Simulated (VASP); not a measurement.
# GaN (F-43m) in VASP: notebook

Runs on GaN. Level: PBE. Tasks: single point.

Everything below comes from runs of VASP 6.6.1. Logs are shortened: lines on timing, memory, paths and dates and some standing lists are left out, and cuts for length are marked.

**Experimental background.**

A printed reference work, textbook reports, for a bulk crystal of GaN at 0 K: band gap 3.299 eV (direct).

How close the calculation comes is told below.

### 1 Starting point

It takes space group F-43m (No. 216, cubic). The conventional cell has a = 4.507 Å, b = 4.507 Å, c = 4.507 Å, α = 90.00°, β = 90.00°, γ = 90.00°. Around Ga (site symmetry -43m) lie 4 N at 1.95 Å. N (site symmetry -43m) has 4 Ga at 1.95 Å as nearest neighbours.

The cell is a database's computed one.

### 2 Single point, PBE

INCAR

```
SYSTEM = GaN
PREC = Accurate ; ENCUT = 520
EDIFF = 1E-7 ; ISMEAR = 0
SIGMA = 0.05 ; LREAL = .False.
LASPH = .True. ; NELM = 100
ALGO = Fast ; ISIF = 2
LWAVE = .False. ; LCHARG = .False.
GGA = PE ; NBANDS = 16
```

KPOINTS

```
Automatic mesh
0
Gamma
  12 12 12
  0 0 0
```

POSCAR

```
GaN
1.0
    0.0000000000      2.2535006075      2.2535006075
    2.2535006075      0.0000000000      2.2535006075
    2.2535006075      2.2535006075      0.0000000000
Ga N
1 1
Direct
    0.0000000000      0.0000000000      0.0000000000
    0.7500000000      0.7500000000      0.7500000000
```

Potentials or basis: VASP PAW PBE potentials, release 64 (Ga_d, N).

Launch:

```
> cat potpaw_PBE.64/Ga_d/POTCAR potpaw_PBE.64/N/POTCAR > POTCAR
> mpirun -np 1 vasp_std > vasp.out
```

OUTCAR:

```text
SYSTEM = GaN
   PREC = Accurate
   ENCUT = 520
   EDIFF = 1E-7
   ISMEAR = 0
   LREAL = .False.
   LASPH = .True.
   NELM = 100
   ISIF = 2
   GGA = PE

 ion  position               nearest neighbor table
   1  0.000  0.000  0.000-   2 1.95   2 1.95   2 1.95   2 1.95
   2  0.750  0.750  0.750-   1 1.95   1 1.95   1 1.95   1 1.95

  LATTYP: Found a face centered cubic cell.
 ALAT       =     4.5070012150

  Lattice vectors:

 A1 = (   0.0000000000,   2.2535006075,   2.2535006075)
 A2 = (   2.2535006075,   0.0000000000,   2.2535006075)
 A3 = (   2.2535006075,   2.2535006075,   0.0000000000)

Analysis of symmetry for initial positions (statically):
=====================================================================
 Subroutine PRICEL returns:
 Original cell was already a primitive cell.

 Routine SETGRP: Setting up the symmetry group for a
 face centered cubic supercell.

 Subroutine GETGRP returns: Found 24 space group operations
 (whereof 24 operations were pure point group operations)
 out of a pool of 48 trial point group operations.

The static configuration has the point symmetry T_d .

Analysis of symmetry for dynamics (positions and initial velocities):
=====================================================================
 Subroutine PRICEL returns:
 Original cell was already a primitive cell.

 Routine SETGRP: Setting up the symmetry group for a
 face centered cubic supercell.

 Subroutine GETGRP returns: Found 24 space group operations
 (whereof 24 operations were pure point group operations)
 out of a pool of 48 trial point group operations.

The dynamic configuration has the point symmetry T_d .

 Subroutine INISYM returns: Found 24 space group operations
 (whereof 24 operations are pure point group operations),
 and found     1 'primitive' translations

----------------------------------------------------------------------------------------

                                     Primitive cell

  volume of cell :      22.8877

  direct lattice vectors                    reciprocal lattice vectors
     0.000000000  2.253500607  2.253500607    -0.221877020  0.221877020  0.221877020
     2.253500607  0.000000000  2.253500607     0.221877020 -0.221877020  0.221877020
     2.253500607  2.253500607  0.000000000     0.221877020  0.221877020 -0.221877020

  length of vectors
     3.186931122  3.186931122  3.186931122     0.384302272  0.384302272  0.384302272

  position of ions in fractional coordinates (direct lattice)
     0.000000000  0.000000000  0.000000000
     0.750000000  0.750000000  0.750000000

  ion indices of the primitive-cell ions
   primitive index   ion index
                 1           1
                 2           2

----------------------------------------------------------------------------------------

 KPOINTS: Automatic mesh

Automatic generation of k-mesh.
 Grid dimensions read from file:
 generate k-points for:   12   12   12

 Generating k-lattice:

  Cartesian coordinates                     Fractional coordinates (reciprocal lattice)
    -0.018489752  0.018489752  0.018489752     0.083333333  0.000000000  0.000000000
     0.018489752 -0.018489752  0.018489752     0.000000000  0.083333333  0.000000000
     0.018489752  0.018489752 -0.018489752     0.000000000  0.000000000  0.083333333

  Length of vectors
     0.032025189  0.032025189  0.032025189

  Shift w.r.t. Gamma in fractional coordinates (k-lattice)
     0.000000000  0.000000000  0.000000000

 Subroutine IBZKPT returns following result:
 ===========================================

 Found     72 irreducible k-points:

 Following reciprocal coordinates:
            Coordinates               Weight
  0.000000  0.000000  0.000000      1.000000
  0.083333  0.000000  0.000000      8.000000
  0.166667  0.000000  0.000000      8.000000
  0.250000  0.000000  0.000000      8.000000
  0.333333  0.000000  0.000000      8.000000
  0.416667  0.000000  0.000000      8.000000
[... 16 lines left out ...]
  0.500000  0.166667  0.000000     24.000000
 -0.416667  0.166667  0.000000     24.000000
 [... further k-points ...]
   k-points           NKPTS =     72   k-points in BZ     NKDIM =     72   number of bands    NBANDS=     16
   number of dos      NEDOS =    301   number of ions     NIONS =      2
   total plane-waves  NPLWV =  13824
   dimension x,y,z NGX =    24 NGY =   24 NGZ =   24
   dimension x,y,z NGXF=    48 NGYF=   48 NGZF=   48
   ions per type =               1   1
   NGX,Y,Z   is equivalent  to a cutoff of  12.52, 12.52, 12.52 a.u.
   NGXF,Y,Z  is equivalent  to a cutoff of  25.04, 25.04, 25.04 a.u.
 SYSTEM =  GaN
   PREC   = accura    normal or accurate (medium, high low for compatibility)
   ISTART =      0    job   : 0-new  1-cont  2-samecut
   ICHARG =      2    charge: 1-file 2-atom 10-const
   ISPIN  =      1    spin polarized calculation?
   LNONCOLLINEAR =      F non collinear calculations
   LSORBIT =      F    spin-orbit coupling
   LASPH  =      T    aspherical Exc in radial PAW
   ENCUT  =  520.0 eV  38.22 Ry    6.18 a.u.   5.93  5.93  5.93*2*pi/ulx,y,z
   NELM   =    100;   NELMIN=  2; NELMDL= -5     # of ELM steps
   EDIFF  = 0.1E-06   stopping-criterion for ELM
   LREAL  =      F    real-space projection
   EDIFFG = 0.1E-05   stopping-criterion for IOM
   NSW    =      0    number of steps for IOM
   IBRION =     -1    ionic relax: 0-MD 1-quasi-New 2-CG
   NFREE  =      0    steps in history (QN), initial steepest desc. (CG)
   ISIF   =      2    stress and relaxation
   ISYM   =      2    0-nonsym 1-usesym 2-fastsym
   POTIM  = 0.5000    time-step for ionic-motion
   TEBEG  =    0.0;   TEEND  =   0.0 temperature during run
   PSTRESS=    0.0 pullay stress
   NELECT =      18.0000    total number of electrons
   NUPDOWN=      -1.0000    fix difference up-down
   EMIN   =  10.00;   EMAX   =-10.00  energy-range for DOS
   EFERMI =   0.00;   METHOD = LEGACY
   ISMEAR =     0;   SIGMA  =   0.05  broadening in eV -4-tet -1-fermi 0-gaus
   EFERMI_NEDOS =   21; number of points for ismear=-14 and -15
   IALGO  =     68    algorithm
   IMIX   =      4    mixing-type and parameters
     AMIX     =   0.40;   BMIX     =  1.00
     AMIX_MAG =   1.60;   BMIX_MAG =  1.00
  volume/ion in A,a.u.               =      11.44        77.23
  Fermi-wavevector in a.u.,A,eV,Ry     =   1.511117  2.855596 31.068543  2.283473
  Thomas-Fermi vector in A             =   2.621216
   LORBIT       =      0    0 simple, 1 ext, 2 COOP (PROOUT), +10 PAW based schemes
   GGA     = PE    functional components
   LHFCALC =     F    Hartree Fock is set to
   AEXX    =    0.0000 exact exchange contribution
   IVDW    =     0    specifies the selected vdW correction
   LEPSILON=     F    determine dielectric tensor
   LRPA    =     F    only Hartree local field effects (RPA)
 non-spin polarized calculation
 RMM-DIIS sequential band-by-band and
 Gauss-broadening in eV      SIGMA  =   0.05
  energy-cutoff  :      520.00
  volume of cell :       22.89
 maximum number of plane-waves:       636
   NGX = 11   NGY = 11   NGZ = 11

 number of electron      18.0000004 magnetization

 Free energy of the ion-electron system (eV)
  ---------------------------------------------------
  ext. energy  EPLUGINS =         0.00000000
  ---------------------------------------------------
  free energy    TOTEN  =       -12.14325065 eV

  energy without entropy =      -12.14325065  energy(sigma->0) =      -12.14325065

 E-fermi :   5.4795     XC(G=0): -11.6669

 val. band max:        5.2811115160   @ k =   0.0000   0.0000   0.0000
 cond. band min:       7.0055953185   @ k =   0.0000   0.0000   0.0000
 fundamental gap:      1.7244838024
 Fermi energy:         5.4794994997

 k-point     1 :       0.0000    0.0000    0.0000
  band No.  band energies     occupation
      1     -10.6523      2.00000
      2      -8.1602      2.00000
      3      -8.1602      2.00000
      4      -8.1602      2.00000
      5      -7.8405      2.00000
      6      -7.8405      2.00000
[... 8 lines left out ...]
     15      24.1369      0.00000
     16      24.1370      0.00000

 k-point     2 :       0.0833    0.0000    0.0000
  band No.  band energies     occupation
      1     -10.5750      2.00000
      2      -8.1506      2.00000
      3      -8.1506      2.00000
      4      -8.1340      2.00000
      5      -7.8415      2.00000
      6      -7.8415      2.00000
[... 8 lines left out ...]
     15      23.0621      0.00000
     16      23.0626      0.00000

 k-point     3 :       0.1667    0.0000    0.0000
  band No.  band energies     occupation
      1     -10.3684      2.00000
      2      -8.1263      2.00000
      3      -8.1263      2.00000
      4      -8.0329      2.00000
      5      -7.8419      2.00000
      6      -7.8419      2.00000
[... 8 lines left out ...]
     15      22.1951      0.00000
     16      22.1951      0.00000

 k-point     4 :       0.2500    0.0000    0.0000
  band No.  band energies     occupation
      1     -10.1091      2.00000
      2      -8.0993      2.00000
      3      -8.0993      2.00000
      4      -7.8357      2.00000
      5      -7.8357      2.00000
      6      -7.7952      2.00000
[... 8 lines left out ...]
     15      22.1537      0.00000
     16      22.1538      0.00000

 k-point     5 :       0.3333    0.0000    0.0000
  band No.  band energies     occupation
      1      -9.8965      2.00000
      2      -8.0812      2.00000
      3      -8.0812      2.00000
      4      -7.8197      2.00000
      5      -7.8197      2.00000
      6      -7.3714      2.00000
[... 8 lines left out ...]
     15      22.9536      0.00000
     16      22.9536      0.00000

 k-point     6 :       0.4167    0.0000    0.0000
  band No.  band energies     occupation
      1      -9.7788      2.00000
      2      -8.0741      2.00000
      3      -8.0740      2.00000
      4      -7.8014      2.00000
      5      -7.8014      2.00000
      6      -6.8581      2.00000
[... 8 lines left out ...]
     15      24.1958      0.00000
     16      24.1958      0.00000

 k-point     7 :       0.5000    0.0000    0.0000
  band No.  band energies     occupation
      1      -9.7439      2.00000
      2      -8.0726      2.00000
      3      -8.0726      2.00000
      4      -7.7934      2.00000
      5      -7.7934      2.00000
      6      -6.5959      2.00000
[... 8 lines left out ...]
     15      24.9450      0.00000
     16      24.9450      0.00000

 k-point     8 :       0.0833    0.0833    0.0000
  band No.  band energies     occupation
      1     -10.5494      2.00000
      2      -8.1422      2.00000
      3      -8.1422      2.00000
      4      -8.1359      2.00000
      5      -7.8481      2.00000
      6      -7.8354      2.00000
[... 8 lines left out ...]
     15      23.9278      0.00000
     16      24.6250      0.00000

 k-point     9 :       0.1667    0.0833    0.0000
  band No.  band energies     occupation
      1     -10.3865      2.00000
      2      -8.1266      2.00000
      3      -8.1178      2.00000
      4      -8.0631      2.00000
      5      -7.8518      2.00000
      6      -7.8306      2.00000
[... 8 lines left out ...]
     15      23.8099      0.00000
     16      23.8838      0.00000
[... 172 lines left out ...]
 k-point    19 :       0.1667    0.1667    0.0000
  band No.  band energies     occupation
      1     -10.2779      2.00000
      2      -8.0913      2.00000
      3      -8.0913      2.00000
      4      -8.0504      2.00000
      5      -7.8498      2.00000
      6      -7.8213      2.00000
[... 8 lines left out ...]
     15      25.8603      0.00000
     16      26.0457      0.00000

 k-point    20 :       0.2500    0.1667    0.0000
  band No.  band energies     occupation
      1     -10.0856      2.00000
      2      -8.0733      2.00000
      3      -8.0581      2.00000
      4      -7.9682      2.00000
      5      -7.8120      2.00000
      6      -7.7719      2.00000
[... 8 lines left out ...]
     15      25.2680      0.00000
     16      25.4279      0.00000

 k-point    21 :       0.3333    0.1667    0.0000
  band No.  band energies     occupation
      1      -9.8886      2.00000
      2      -8.0629      2.00000
      3      -8.0316      2.00000
      4      -7.9253      2.00000
      5      -7.8002      2.00000
      6      -7.4676      2.00000
[... 8 lines left out ...]
     15      24.7842      0.00000
     16      25.3123      0.00000

 k-point    22 :       0.4167    0.1667    0.0000
  band No.  band energies     occupation
      1      -9.7524      2.00000
      2      -8.0606      2.00000
      3      -8.0188      2.00000
      4      -7.8938      2.00000
      5      -7.7898      2.00000
      6      -6.9815      2.00000
[... 8 lines left out ...]
     15      24.5848      0.00000
     16      25.7954      0.00000

 k-point    23 :       0.5000    0.1667    0.0000
  band No.  band energies     occupation
      1      -9.6881      2.00000
      2      -8.0634      2.00000
      3      -8.0168      2.00000
      4      -7.8609      2.00000
      5      -7.7908      2.00000
      6      -6.5210      2.00000
[... 8 lines left out ...]
     15      24.6776      0.00000
     16      25.6100      0.00000

 k-point    24 :      -0.4167    0.1667    0.0000
  band No.  band energies     occupation
      1      -9.6814      2.00000
      2      -8.0651      2.00000
      3      -8.0206      2.00000
      4      -7.8385      2.00000
      5      -7.8082      2.00000
      6      -6.4297      2.00000
[... 8 lines left out ...]
     15      24.0991      0.00000
     16      24.8359      0.00000

 [... further k-points ...]
[... 5 lines left out ...]
  --------------------------------------------------------------------------------------
  -------------------------------------------------------------------------------------
  Total        0.7221693      0.7221693      0.7221693      0.0000000     -0.0000000      0.0000000
  in kB       50.5529596     50.5529596     50.5529596      0.0000000     -0.0000000      0.0000000
  external PRESSURE =      50.5529596 kB  Pullay stress =       0.0000000 kB

 VOLUME and BASIS-vectors are now :
 -----------------------------------------------------------------------------
  energy-cutoff  :      520.00
  volume of cell :       22.89
      direct lattice vectors                 reciprocal lattice vectors
     0.000000000  2.253500607  2.253500607    -0.221877020  0.221877020  0.221877020
     2.253500607  0.000000000  2.253500607     0.221877020 -0.221877020  0.221877020
     2.253500607  2.253500607  0.000000000     0.221877020  0.221877020 -0.221877020

 POSITION                                       TOTAL-FORCE (eV/Angst)
 -----------------------------------------------------------------------------------
      0.00000      0.00000      0.00000         0.000000      0.000000      0.000000
      3.38025      3.38025      3.38025        -0.000000     -0.000000     -0.000000
 -----------------------------------------------------------------------------------
    total drift:                               -0.000001     -0.000001     -0.000001

  FREE ENERGIE OF THE ION-ELECTRON SYSTEM (eV)
  ---------------------------------------------------
  free  energy   TOTEN  =       -12.1432506469 eV

  energy  without entropy=      -12.1432506469  energy(sigma->0) =      -12.14325065
```

Run time: 20 s. Hardware: 1 thread of AMD EPYC 9R45 (Zen 5), shared host; peak memory 0.11 GiB.

Results:

```
Free energy            : -12.1433 eV
Pressure               : 5.1 GPa
Band gap on the k mesh : 1.72 eV, direct
```

Levels at points of the mesh, in eV from the valence-band top:
| k point | band 6 | band 7 | band 8 | band 9 | band 10 | band 11 | band 12 | band 13 |
| --- | --- | --- | --- | --- | --- | --- | --- | --- |
| (0.00, 0.00, 0.00) | -13.12 | 0.00 | 0.00 | 0.00 | 1.72 | 10.30 | 10.30 | 10.30 |
| (0.50, 0.00, 0.00) | -11.88 | -7.04 | -0.97 | -0.97 | 4.64 | 8.73 | 10.37 | 10.37 |
| (0.50, 0.50, 0.00) | -11.45 | -6.12 | -2.70 | -2.70 | 3.35 | 6.66 | 11.71 | 13.96 |

### 3 Single point, PBE

INCAR

```
  ALGO = Normal
  EDIFF = 1E-6
  ENCUT = 520
  GGA = PE
  ISIF = 2
  ISMEAR = 0
  LASPH = True
  LCHARG = False
  LREAL = False
  LWAVE = False
  NBANDS = 16
  NELM = 60
  PREC = Accurate
  SIGMA = 0.05
```

KPOINTS

```
k-points
0
Gamma
  10 10 10
```

POSCAR is that of step 2.

Potentials or basis: VASP PAW PBE potentials, release 64 (Ga_d, N).

Launch:

```
> cat potpaw_PBE.64/Ga_d/POTCAR potpaw_PBE.64/N/POTCAR > POTCAR
> mpirun -np 1 vasp_std > vasp.out
```

Run time: 11 s. Hardware: 1 thread of AMD EPYC 9R45 (Zen 5), shared host; peak memory 0.11 GiB.

It converged, with:

```
Free energy            : -12.1432 eV
Pressure               : 5.1 GPa
Band gap on the k mesh : 1.72 eV, direct
```

Levels at points of the mesh, in eV from the valence-band top:
```
           k point  band 6  band 7  band 8  band 9  band 10  band 11  band 12  band 13
(0.00, 0.00, 0.00)  -13.12    0.00    0.00    0.00     1.72    10.30    10.30    10.30
(0.50, 0.00, 0.00)  -11.88   -7.04   -0.97   -0.97     4.64     8.73    10.37    10.37
(0.50, 0.50, 0.00)  -11.45   -6.12   -2.70   -2.70     3.35     6.66    11.71    13.96
```

### 4 Comparison with measurements

Step 2. Measured gap of GaN: 3.299 eV (direct; 0 K; a printed reference work, textbook). This calculation gives 1.72 eV (-1.57 eV). Spin-orbit coupling on Ga is left out. The value is that of PBE, without temperature or zero-point motion. Semilocal functionals fall short of measured gaps as a rule. The cell is a database's relaxed one, not the measured one, which moves gaps too.

Step 3. Against the measured gap of GaN, 3.299 eV (direct; 0 K; a printed reference work, textbook), the calculated 1.72 eV is off by -1.57 eV. Spin-orbit coupling on Ga is left out. The value is that of PBE, without temperature or zero-point motion. Semilocal functionals fall short of measured gaps as a rule. The cell is a database's relaxed one, not the measured one, which moves gaps too.
